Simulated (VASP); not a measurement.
# LiH in VASP 6.6.1, single-point calculation

INCAR

```
IBRION = -1
EDIFF = 1E-7
LREAL = .FALSE.
PREC = Accurate
ENCUT = 520
ISMEAR = -4
LASPH = .TRUE.
LCHARG = .FALSE.
SIGMA = 0.5
NELM = 120
NSW = 0
ISIF = 2
NBANDS = 9
GGA = PE
LWAVE = .FALSE.
```

KPOINTS

```
KPOINTS created by Atomic Simulation Environment
0
Gamma
10 10 10
0 0 0
```

POSCAR

```
Li H
 1.0000000000000000
     0.0000000000000000    1.9028450990000001    2.0312150648000000
     1.9028450990000001    0.0000000000000000    2.0312150648000000
     1.9028450990000001    1.9028450990000001    0.0000000000000000
 Li  H
   1   1
Cartesian
  0.0000000000000000  0.0000000000000000  0.0000000000000000
  1.9028450990000001  1.9028450990000001  2.0312150648000005
```

The recommended PBE PAW datasets give the neutral cell 4 valence electrons.

Command

```
mpirun -np 1 vasp_std
```

OSZICAR

```
N       E                     dE             d eps       ncg     rms          rms(c)
DAV:   1    -0.157502685733E+01   -0.15750E+01   -0.15007E+03  1852   0.409E+02
DAV:   2    -0.628814397139E+01   -0.47131E+01   -0.46803E+01  2632   0.558E+01
DAV:   3    -0.635151413221E+01   -0.63370E-01   -0.63321E-01  2249   0.523E+00
DAV:   4    -0.635166640940E+01   -0.15228E-03   -0.15225E-03  2563   0.256E-01
DAV:   5    -0.635166675832E+01   -0.34892E-06   -0.34891E-06  2300   0.102E-02    0.295E+00
DAV:   6    -0.616251271073E+01    0.18915E+00   -0.14518E-01  2062   0.121E+00    0.149E+00
DAV:   7    -0.609806779664E+01    0.64445E-01   -0.19365E-01  2205   0.158E+00    0.227E-01
DAV:   8    -0.609976269342E+01   -0.16949E-02   -0.38384E-03  2234   0.415E-01    0.422E-02
DAV:   9    -0.609974851250E+01    0.14181E-04   -0.13706E-04  2343   0.518E-02    0.528E-03
DAV:  10    -0.609974987522E+01   -0.13627E-05   -0.53490E-06  2210   0.172E-02    0.225E-03
DAV:  11    -0.609975001869E+01   -0.14347E-06   -0.19348E-07  2558   0.201E-03    0.261E-04
DAV:  12    -0.609975034516E+01   -0.32647E-06   -0.48830E-09  1181   0.538E-04    0.163E-04
DAV:  13    -0.609975052660E+01   -0.18145E-06   -0.32684E-09  1055   0.377E-04    0.255E-05
DAV:  14    -0.609975051228E+01    0.14327E-07   -0.84702E-10  1032   0.235E-04
   1 F= -.60997505E+01 E0= -.60997505E+01  d E =0.000000E+00
```

From OUTCAR

```
k-points           NKPTS =    102   k-points in BZ     NKDIM =    102   number of bands    NBANDS=      9

   NELECT =       4.0000    total number of electrons

   dimension x,y,z NGX =    24 NGY =   24 NGZ =   20
   dimension x,y,z NGXF=    48 NGYF=   48 NGZF=   40

  energy-cutoff  :      520.00
  volume of cell :       14.71
      direct lattice vectors                 reciprocal lattice vectors
     0.000000000  1.902845099  2.031215065    -0.262764426  0.262764426  0.246158080
     1.902845099  0.000000000  2.031215065     0.262764426 -0.262764426  0.246158080
     1.902845099  1.902845099  0.000000000     0.262764426  0.262764426 -0.246158080

 k-points in reciprocal lattice and weights: KPOINTS created by Atomic Simulation Env
   0.00000000  0.00000000  0.00000000       0.001
   0.10000000  0.00000000  0.00000000       0.008
   0.20000000  0.00000000  0.00000000       0.008
   0.30000000  0.00000000  0.00000000       0.008
   0.40000000  0.00000000  0.00000000       0.008
   0.50000000  0.00000000  0.00000000       0.004
   0.10000000  0.10000000  0.00000000       0.002
   0.20000000  0.10000000  0.00000000       0.008
   ...

 E-fermi :   0.9468

 k-point     1 :       0.0000    0.0000    0.0000
  band No.  band energies     occupation
      1     -43.6836      2.00000
      2      -5.2397      2.00000
      3      17.7013      0.00000
      4      19.2233      0.00000
      5      19.2233      0.00000
      6      19.7672      0.00000
      7      24.0557      0.00000
      8      24.4533      0.00000
      9      24.4533      0.00000

 k-point     2 :       0.1000    0.0000    0.0000
  band No.  band energies     occupation
      1     -43.6775      2.00000
      2      -5.0593      2.00000
      3      16.0122      0.00000
      4      18.3545      0.00000
      5      18.9313      0.00000
      6      19.0619      0.00000
      7      23.6833      0.00000
      8      25.1192      0.00000
      9      25.2754      0.00000

 k-point     3 :       0.2000    0.0000    0.0000
  band No.  band energies     occupation
      1     -43.6611      2.00000
      2      -4.5295      2.00000
      3      12.5082      0.00000
      4      16.8900      0.00000
      5      18.2659      0.00000
      6      18.4728      0.00000
      7      23.6091      0.00000
      8      25.0230      0.00000
      9      26.0856      0.00000

 k-point     4 :       0.3000    0.0000    0.0000
  band No.  band energies     occupation
      1     -43.6409      2.00000
      2      -3.7123      2.00000
      3       9.1699      0.00000
      4      15.6957      0.00000
      5      17.7451      0.00000
      6      18.2749      0.00000
      7      21.7801      0.00000
      8      23.8566      0.00000
      9      26.4698      0.00000

 k-point     5 :       0.4000    0.0000    0.0000
  band No.  band energies     occupation
      1     -43.6244      2.00000
      2      -2.8150      2.00000
      3       6.6867      0.00000
      4      14.9326      0.00000
      5      17.5967      0.00000
      6      18.4102      0.00000
      7      20.3146      0.00000
      8      22.0824      0.00000
      9      28.4517      0.00000

 ...

  Total        0.5329184      0.5329184     -0.0170709      0.0000000      0.0000000      0.0000000
  in kB       58.0468330     58.0468330     -1.8594045      0.0000000      0.0000000      0.0000000
  external PRESSURE =      38.0780872 kB  Pullay stress =       0.0000000 kB

 POSITION                                       TOTAL-FORCE (eV/Angst)
 -----------------------------------------------------------------------------------
      0.00000      0.00000      0.00000         0.000000      0.000000     -0.000000
      1.90285      1.90285      2.03122         0.000000     -0.000000      0.000000
 -----------------------------------------------------------------------------------
    total drift:                                0.000000     -0.000000     -0.000000

  FREE ENERGIE OF THE ION-ELECTRON SYSTEM (eV)
  ---------------------------------------------------
  free  energy   TOTEN  =        -6.0997505123 eV

  energy  without entropy=       -6.0997505123  energy(sigma->0) =       -6.09975051
```

It converged. Results: gap between bands v and c on the k mesh 2.14 eV; least direct gap on the k mesh 2.67 eV; pressure 3.8 GPa. Band v is the last that the valence electrons fill when counted band by band, and c is the next.

For comparison, a separate PBE run of the intended cell, on usual settings and not on those above, gives a gap of 2.14 eV on its mesh and a pressure of 3.8 GPa.

The run above took about 13 s on one core of a shared host (Intel Xeon Platinum 8488C) and held 0.13 GiB at most.
